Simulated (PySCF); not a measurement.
`Nc1ccccc1`: ΔSCF against reference XPS values

What was measured (core binding energies): C 1s of C5 289.85 eV [1]; C 1s of C3/C7 289.95 eV [1]; C 1s of C4/C6 290.25 eV [1]; C 1s of C2 291.29 eV [1]; N 1s of N1 405.31 eV [2]. Sources and the comparison follow the method.

C₆H₇N.
Atom-mapped SMILES: `[NH2:1][c:2]1[cH:3][cH:4][cH:5][cH:6][cH:7]1`

Method used: PySCF 2.14.0, delta-SCF UKS SCAN, pcX-2 on the ionised atom, pcseg-1 elsewhere, spin-free X2C. Vertical ΔSCF values, vacuum level as zero.

```csv
atom,environment,level,this calculation (eV),reference (eV),difference (eV),source
C5,aromatic CH carbon,C 1s,289.61,289.85,-0.24,[1]
C3/C7,aromatic CH carbon,C 1s,289.80,289.95,-0.15,[1]
C4/C6,aromatic CH carbon,C 1s,290.02,290.25,-0.23,[1]
C2,aromatic carbon bearing nitrogen,C 1s,291.27,291.29,-0.02,[1]
N1,aniline-type nitrogen,N 1s,405.41,405.31,+0.10,[2]
```

[1] measured, gas; Chong, Molecules 2021, 26, 1947 (electron spectra of vapor-phase indole and four azaindoles)
[2] measured, gas; CORE65 (Golze, Keller, Rinke, J. Phys. Chem. Lett. 2020, 11, 1840), as tabulated in Jana, Herbert, J. Chem. Phys. 2023, 158, 094111, SI

Task: How far is it from the measured entries?

Result: Over the 5 different measured values (5 distinct lines) the mean signed difference is -0.11 eV, the mean unsigned one 0.15 eV and the largest 0.24 eV. The calculation is vertical and has no vibrational structure, and measured positions depend on the energy calibration.

The listed C 1s values span 1.66 eV, from C5 (bonded to 2 C (aromatic in the SMILES) and H) to C2 (bonded to N and 2 C (aromatic in the SMILES)). Summing the Pauling electronegativity differences to the bonded atoms, each weighted by its formal bond order, gives -0.35 for the lowest site and +0.49 for the highest; no listed site has a larger sum than the highest.

Atoms equivalent by their bonding share one computed value, that of the first of them. The unrestricted hole states depart most from a pure doublet (⟨S²⟩ = 0.75; over 0.85 named) for C 1s of C2 (0.89), which makes this value less certain. Isolated species at its PBE0-D3(BJ)/def2-SVP geometry, gas phase.

The values belong to the conformer `[NH2:1][c:2]1[cH:3][cH:4][cH:5][cH:6][cH:7]1`: H–N1–C2–C3 -160°, H–N1–C2–C3 -22°.
